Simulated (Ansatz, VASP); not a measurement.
## One calculation of FeO (Wuestite), two programs

```
Fe O
1.0
     0.00000    2.12627    2.12627
     2.12627    0.00000    2.12627
     2.12627    2.12627    0.00000
Fe O
1 1
Cartesian
  0.0000 0.0000 0.0000
  2.1263 2.1263 2.1263
```

Change from the starting cell: volume scaled by 0.96.

Alike in both runs: task single point; functional PBEsol; k mesh 11 × 11 × 11; occupations fermi-dirac, width 0.05 eV; collinear spin.

|  | VASP | Ansatz |
| --- | --- | --- |
| version | VASP 6.6.1 | Ansatz 0.2.0 |
| potentials or method | VASP PAW PBE potentials, release 64 (Fe, O), cutoff 520 eV | all-electron LAPW, scalar-relativistic |

```tsv
	VASP	Ansatz	Ansatz less VASP
gap on the k mesh at the Fermi level (eV)	none	none	-
pressure (GPa)	-0.6	-1.0	-0.44
net moment per atom (μB)	2.00	2.00	0.000
size of the moment on the site where the two differ most (μB)	0.31	0.33	+0.022
```

Site moments also hang on the region over which each program counts them. A gap of «none» marks a metal or a gap that the smearing closes. Ansatz ran all-electron here, so the differences hold the error of VASP's frozen core and of both bases.

Caveats: a cell with one magnetic atom can't hold antiferromagnetic order, which such compounds often take; semilocal functionals often make such compounds metallic where correlation or magnetic order opens a gap, which also shifts bond lengths; the PAW data sets were made with another functional, which shifts forces and pressure a little (VASP).
